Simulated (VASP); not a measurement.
# TlBr (Pm-3m) in VASP: single point with PBE+D3(BJ)

Aim: the single point of TlBr with PBE+D3(BJ).

Everything below comes from runs of VASP 6.6.1. Logs are shortened: lines on timing, memory, paths and dates and some standing lists are left out, and cuts for length are marked.

## (1) Starting point

It takes space group Pm-3m (No. 221, cubic). Conventional cell: a = 3.940 Å, b = 3.940 Å, c = 3.940 Å, α = 90.00°, β = 90.00°, γ = 90.00°. Tl (site symmetry m-3m) is surrounded by 8 Br at 3.41 Å. Around Br (site symmetry m-3m) lie 8 Tl at 3.41 Å.

## (2) Single point, PBE+D3(BJ)

File INCAR:

```
ALGO     = Normal         # electronic algorithm
EDIFF    = 1E-7           # SCF threshold, eV
ENCUT    = 520            # plane-wave cutoff, eV
GGA      = PE             # functional
ISIF     = 2              # what is computed and relaxed
ISMEAR   = 0              # smearing method
IVDW     = 12             # dispersion correction
LASPH    = T              # aspherical terms in the spheres
LCHARG   = F              # write CHGCAR
LREAL    = F              # projectors in reciprocal space
LWAVE    = F              # write WAVECAR
NBANDS   = 17             # bands
NELM     = 100            # most SCF steps
PREC     = Accurate       # precision mode
SIGMA    = 0.02           # smearing width, eV
```

File KPOINTS:

```
k-points
0
Gamma
  8 8 8
```

File POSCAR:

```
TlBr
1.0
    3.9397952310      0.0000000000      0.0000000000
    0.0000000000      3.9397952310      0.0000000000
    0.0000000000      0.0000000000      3.9397952310
Tl Br
1 1
Direct
    0.0000000000      0.0000000000      0.0000000000
    0.5000000000      0.5000000000      0.5000000000
```

Potentials or basis: VASP PAW PBE potentials, release 64 (Tl_d, Br).

On the command line:

```sh
> cat potpaw_PBE.64/Tl_d/POTCAR potpaw_PBE.64/Br/POTCAR > POTCAR
> mpirun -np 1 vasp_std > vasp.out
```

OUTCAR:

```text
EDIFF = 1E-7
   ENCUT = 520
   GGA = PE
   ISIF = 2
   ISMEAR = 0
   IVDW = 12
   LASPH = T
   LREAL = F
   NELM = 100
   PREC = Accurate
 IVDW          = 12

 ion  position               nearest neighbor table
   1  0.000  0.000  0.000-   2 3.41   2 3.41   2 3.41   2 3.41   2 3.41   2 3.41   2 3.41   2 3.41

   2  0.500  0.500  0.500-   1 3.41   1 3.41   1 3.41   1 3.41   1 3.41   1 3.41   1 3.41   1 3.41

  LATTYP: Found a simple cubic cell.
 ALAT       =     3.9397952310

  Lattice vectors:

 A1 = (   3.9397952310,   0.0000000000,   0.0000000000)
 A2 = (   0.0000000000,   3.9397952310,   0.0000000000)
 A3 = (   0.0000000000,   0.0000000000,   3.9397952310)

Analysis of symmetry for initial positions (statically):
=====================================================================
 Subroutine PRICEL returns:
 Original cell was already a primitive cell.

 Routine SETGRP: Setting up the symmetry group for a
 simple cubic supercell.

 Subroutine GETGRP returns: Found 48 space group operations
 (whereof 48 operations were pure point group operations)
 out of a pool of 48 trial point group operations.

The static configuration has the point symmetry O_h .

Analysis of symmetry for dynamics (positions and initial velocities):
=====================================================================
 Subroutine PRICEL returns:
 Original cell was already a primitive cell.

 Routine SETGRP: Setting up the symmetry group for a
 simple cubic supercell.

 Subroutine GETGRP returns: Found 48 space group operations
 (whereof 48 operations were pure point group operations)
 out of a pool of 48 trial point group operations.

The dynamic configuration has the point symmetry O_h .

 Subroutine INISYM returns: Found 48 space group operations
 (whereof 48 operations are pure point group operations),
 and found     1 'primitive' translations

----------------------------------------------------------------------------------------

                                     Primitive cell

  volume of cell :      61.1534

  direct lattice vectors                    reciprocal lattice vectors
     3.939795231  0.000000000  0.000000000     0.253820298  0.000000000  0.000000000
     0.000000000  3.939795231  0.000000000     0.000000000  0.253820298  0.000000000
     0.000000000  0.000000000  3.939795231     0.000000000  0.000000000  0.253820298

  length of vectors
     3.939795231  3.939795231  3.939795231     0.253820298  0.253820298  0.253820298

  position of ions in fractional coordinates (direct lattice)
     0.000000000  0.000000000  0.000000000
     0.500000000  0.500000000  0.500000000

  ion indices of the primitive-cell ions
   primitive index   ion index
                 1           1
                 2           2

----------------------------------------------------------------------------------------

 KPOINTS: k-points

Automatic generation of k-mesh.
 Grid dimensions read from file:
 generate k-points for:    8    8    8

 Generating k-lattice:

  Cartesian coordinates                     Fractional coordinates (reciprocal lattice)
     0.031727537  0.000000000  0.000000000     0.125000000  0.000000000  0.000000000
     0.000000000  0.031727537  0.000000000     0.000000000  0.125000000  0.000000000
     0.000000000  0.000000000  0.031727537     0.000000000  0.000000000  0.125000000

  Length of vectors
     0.031727537  0.031727537  0.031727537

  Shift w.r.t. Gamma in fractional coordinates (k-lattice)
     0.000000000  0.000000000  0.000000000

 Subroutine IBZKPT returns following result:
 ===========================================

 Found     35 irreducible k-points:

 Following reciprocal coordinates:
            Coordinates               Weight
  0.000000  0.000000  0.000000      1.000000
  0.125000  0.000000  0.000000      6.000000
  0.250000  0.000000  0.000000      6.000000
  0.375000  0.000000  0.000000      6.000000
  0.500000  0.000000  0.000000      3.000000
  0.125000  0.125000  0.000000     12.000000
[... 16 lines left out ...]
  0.375000  0.375000  0.125000     24.000000
  0.500000  0.375000  0.125000     24.000000
 [... further k-points ...]
   k-points           NKPTS =     35   k-points in BZ     NKDIM =     35   number of bands    NBANDS=     17
   number of dos      NEDOS =    301   number of ions     NIONS =      2
   total plane-waves  NPLWV =  27000
   dimension x,y,z NGX =    30 NGY =   30 NGZ =   30
   dimension x,y,z NGXF=    60 NGYF=   60 NGZF=   60
   ions per type =               1   1
   NGX,Y,Z   is equivalent  to a cutoff of  12.66, 12.66, 12.66 a.u.
   NGXF,Y,Z  is equivalent  to a cutoff of  25.32, 25.32, 25.32 a.u.
 SYSTEM =  unknown system
   PREC   = accura    normal or accurate (medium, high low for compatibility)
   ISTART =      0    job   : 0-new  1-cont  2-samecut
   ICHARG =      2    charge: 1-file 2-atom 10-const
   ISPIN  =      1    spin polarized calculation?
   LNONCOLLINEAR =      F non collinear calculations
   LSORBIT =      F    spin-orbit coupling
   LASPH  =      T    aspherical Exc in radial PAW
   ENCUT  =  520.0 eV  38.22 Ry    6.18 a.u.   7.33  7.33  7.33*2*pi/ulx,y,z
   NELM   =    100;   NELMIN=  2; NELMDL= -5     # of ELM steps
   EDIFF  = 0.1E-06   stopping-criterion for ELM
   LREAL  =      F    real-space projection
   EDIFFG = 0.1E-05   stopping-criterion for IOM
   NSW    =      0    number of steps for IOM
   IBRION =     -1    ionic relax: 0-MD 1-quasi-New 2-CG
   NFREE  =      0    steps in history (QN), initial steepest desc. (CG)
   ISIF   =      2    stress and relaxation
   ISYM   =      2    0-nonsym 1-usesym 2-fastsym
   POTIM  = 0.5000    time-step for ionic-motion
   TEBEG  =    0.0;   TEEND  =   0.0 temperature during run
   PSTRESS=    0.0 pullay stress
   NELECT =      20.0000    total number of electrons
   NUPDOWN=      -1.0000    fix difference up-down
   EMIN   =  10.00;   EMAX   =-10.00  energy-range for DOS
   EFERMI =   0.00;   METHOD = LEGACY
   ISMEAR =     0;   SIGMA  =   0.02  broadening in eV -4-tet -1-fermi 0-gaus
   EFERMI_NEDOS =   21; number of points for ismear=-14 and -15
   IALGO  =     38    algorithm
   IMIX   =      4    mixing-type and parameters
     AMIX     =   0.40;   BMIX     =  1.00
     AMIX_MAG =   1.60;   BMIX_MAG =  1.00
  volume/ion in A,a.u.               =      30.58       206.34
  Fermi-wavevector in a.u.,A,eV,Ry     =   1.127919  2.131458 17.309344  1.272201
  Thomas-Fermi vector in A             =   2.264607
   LORBIT       =      0    0 simple, 1 ext, 2 COOP (PROOUT), +10 PAW based schemes
   GGA     = PE    functional components
   LHFCALC =     F    Hartree Fock is set to
   AEXX    =    0.0000 exact exchange contribution
   IVDW    =    12    specifies the selected vdW correction
   LEPSILON=     F    determine dielectric tensor
   LRPA    =     F    only Hartree local field effects (RPA)
 non-spin polarized calculation
 Gauss-broadening in eV      SIGMA  =   0.02
  energy-cutoff  :      520.00
  volume of cell :       61.15
 maximum number of plane-waves:      1671
 NGX is ok and might be reduce to    30
   NGX = 15   NGY = 15   NGZ = 15

 number of electron      20.0000000 magnetization

 Free energy of the ion-electron system (eV)
  ---------------------------------------------------
  ext. energy  EPLUGINS =         0.00000000
  ---------------------------------------------------
  free energy    TOTEN  =        -5.51321694 eV

  energy without entropy =       -5.51321694  energy(sigma->0) =       -5.51321694

 E-fermi :   2.8954     XC(G=0):  -9.1150

 val. band max:        2.7203187632   @ k =   0.5000   0.0000   0.0000
 cond. band min:       4.4981475593   @ k =   0.5000   0.0000   0.0000
 fundamental gap:      1.7778287961
 Fermi energy:         2.8954127174

 k-point     1 :       0.0000    0.0000    0.0000
  band No.  band energies     occupation
      1     -11.2049      2.00000
      2      -7.4535      2.00000
      3      -7.4535      2.00000
      4      -7.2604      2.00000
      5      -7.2604      2.00000
      6      -7.2604      2.00000
[... 9 lines left out ...]
     16      14.1594      0.00000
     17      16.1999      0.00000

 k-point     2 :       0.1250    0.0000    0.0000
  band No.  band energies     occupation
      1     -11.1688      2.00000
      2      -7.4518      2.00000
      3      -7.4324      2.00000
      4      -7.2705      2.00000
      5      -7.2705      2.00000
      6      -7.2596      2.00000
[... 9 lines left out ...]
     16      15.0479      0.00000
     17      15.9421      0.00000

 k-point     3 :       0.2500    0.0000    0.0000
  band No.  band energies     occupation
      1     -11.0786      2.00000
      2      -7.4476      2.00000
      3      -7.3827      2.00000
      4      -7.2946      2.00000
      5      -7.2946      2.00000
      6      -7.2574      2.00000
[... 9 lines left out ...]
     16      14.8219      0.00000
     17      16.0084      0.00000

 k-point     4 :       0.3750    0.0000    0.0000
  band No.  band energies     occupation
      1     -10.9838      2.00000
      2      -7.4435      2.00000
      3      -7.3352      2.00000
      4      -7.3183      2.00000
      5      -7.3183      2.00000
      6      -7.2553      2.00000
[... 9 lines left out ...]
     16      14.3474      0.00000
     17      16.2437      0.00000

 k-point     5 :       0.5000    0.0000    0.0000
  band No.  band energies     occupation
      1     -10.9430      2.00000
      2      -7.4417      2.00000
      3      -7.3281      2.00000
      4      -7.3281      2.00000
      5      -7.3164      2.00000
      6      -7.2544      2.00000
[... 9 lines left out ...]
     16      16.1349      0.00000
     17      16.2517      0.00000

 k-point     6 :       0.1250    0.1250    0.0000
  band No.  band energies     occupation
      1     -11.1350      2.00000
      2      -7.4407      2.00000
      3      -7.4203      2.00000
      4      -7.2783      2.00000
      5      -7.2712      2.00000
      6      -7.2675      2.00000
[... 9 lines left out ...]
     16      14.5601      0.00000
     17      15.1828      0.00000

 k-point     7 :       0.2500    0.1250    0.0000
  band No.  band energies     occupation
      1     -11.0510      2.00000
      2      -7.4331      2.00000
      3      -7.3728      2.00000
      4      -7.2964      2.00000
      5      -7.2929      2.00000
      6      -7.2662      2.00000
[... 9 lines left out ...]
     16      14.3113      0.00000
     17      14.8557      0.00000

 k-point     8 :       0.3750    0.1250    0.0000
  band No.  band energies     occupation
      1     -10.9630      2.00000
      2      -7.4283      2.00000
      3      -7.3249      2.00000
      4      -7.3158      2.00000
      5      -7.3128      2.00000
      6      -7.2635      2.00000
[... 9 lines left out ...]
     16      14.6874      0.00000
     17      15.0456      0.00000
[... 203 lines left out ...]
      1     -10.9061      2.00000
      2      -7.4086      2.00000
      3      -7.3400      2.00000
      4      -7.3006      2.00000
      5      -7.2963      2.00000
      6      -7.2709      2.00000
[... 9 lines left out ...]
     16      14.5263      0.00000
     17      14.5898      0.00000

 k-point    20 :       0.2500    0.2500    0.1250
  band No.  band energies     occupation
      1     -10.9573      2.00000
      2      -7.3883      2.00000
      3      -7.3347      2.00000
      4      -7.3146      2.00000
      5      -7.2964      2.00000
      6      -7.2787      2.00000
[... 9 lines left out ...]
     16      14.4367      0.00000
     17      15.1817      0.00000

 k-point    21 :       0.3750    0.2500    0.1250
  band No.  band energies     occupation
      1     -10.8884      2.00000
      2      -7.3783      2.00000
      3      -7.3339      2.00000
      4      -7.3009      2.00000
      5      -7.2835      2.00000
      6      -7.2800      2.00000
[... 9 lines left out ...]
     16      14.0238      0.00000
     17      15.1769      0.00000

 k-point    22 :       0.5000    0.2500    0.1250
  band No.  band energies     occupation
      1     -10.8592      2.00000
      2      -7.3751      2.00000
      3      -7.3438      2.00000
      4      -7.2946      2.00000
      5      -7.2841      2.00000
      6      -7.2638      2.00000
[... 9 lines left out ...]
     16      13.6334      0.00000
     17      15.9092      0.00000

 k-point    23 :       0.3750    0.3750    0.1250
  band No.  band energies     occupation
      1     -10.8343      2.00000
      2      -7.3601      2.00000
      3      -7.3300      2.00000
      4      -7.3166      2.00000
      5      -7.2775      2.00000
      6      -7.2419      2.00000
[... 9 lines left out ...]
     16      13.6656      0.00000
     17      15.1687      0.00000

 k-point    24 :       0.5000    0.3750    0.1250
  band No.  band energies     occupation
      1     -10.8116      2.00000
      2      -7.3545      2.00000
      3      -7.3335      2.00000
      4      -7.3154      2.00000
      5      -7.2794      2.00000
      6      -7.2217      2.00000
[... 9 lines left out ...]
     16      13.6514      0.00000
     17      15.5074      0.00000

 [... further k-points ...]

------------------------ aborting loop because EDIFF is reached ----------------------------------------

 Edisp (eV)   -0.56385

 E8    (eV) :    -0.2645

  FORCE on cell =-STRESS in cart. coord.  units (eV):
  Direction    XX          YY          ZZ          XY          YZ          ZX
  --------------------------------------------------------------------------------------
  -------------------------------------------------------------------------------------
  Total       0.23546     0.23546     0.23546     0.00000     0.00000     0.00000
  in kB       6.16901     6.16901     6.16901     0.00000     0.00000     0.00000
  external pressure =        6.17 kB  Pullay stress =        0.00 kB

 VOLUME and BASIS-vectors are now :
 -----------------------------------------------------------------------------
  energy-cutoff  :      520.00
  volume of cell :       61.15
      direct lattice vectors                 reciprocal lattice vectors
     3.939795231  0.000000000  0.000000000     0.253820298  0.000000000  0.000000000
     0.000000000  3.939795231  0.000000000     0.000000000  0.253820298  0.000000000
     0.000000000  0.000000000  3.939795231     0.000000000  0.000000000  0.253820298

 POSITION                                       TOTAL-FORCE (eV/Angst)
 -----------------------------------------------------------------------------------
      0.00000      0.00000      0.00000         0.000000      0.000000      0.000000
      1.96990      1.96990      1.96990         0.000000      0.000000      0.000000
 -----------------------------------------------------------------------------------
    total drift:                                0.000000     -0.000000     -0.000000

  FREE ENERGIE OF THE ION-ELECTRON SYSTEM (eV)
  ---------------------------------------------------
  free  energy   TOTEN  =        -6.0770644422 eV

  energy  without entropy=       -6.0770644422  energy(sigma->0) =       -6.07706444
```

Run time: 16 s. Hardware: 1 thread of AMD EPYC 9R45 (Zen 5), shared host; peak memory 0.16 GiB.

Results:

```
Free energy                : -6.0771 eV
Pressure                   : 0.6 GPa
Band gap on the k mesh     : 1.78 eV, direct
Dispersion energy per atom : -0.282 eV
```

Levels at points of the mesh, in eV from the valence-band top:
| k point | band 8 | band 9 | band 10 | band 11 | band 12 | band 13 |
| --- | --- | --- | --- | --- | --- | --- |
| (0.00, 0.00, 0.00) | -1.44 | -1.44 | -1.44 | 6.92 | 6.92 | 7.33 |
| (0.50, 0.00, 0.00) | -0.91 | -0.91 | 0.00 | 1.78 | 5.75 | 5.75 |
| (0.50, 0.50, 0.00) | -3.15 | -3.15 | -0.83 | 4.90 | 4.90 | 7.48 |
| (0.50, 0.50, 0.50) | -2.08 | -2.08 | -2.08 | 2.01 | 2.01 | 2.01 |

Caveat: spin-orbit coupling is left out, which as a rule narrows the gap of such compounds by several tenths of an eV.
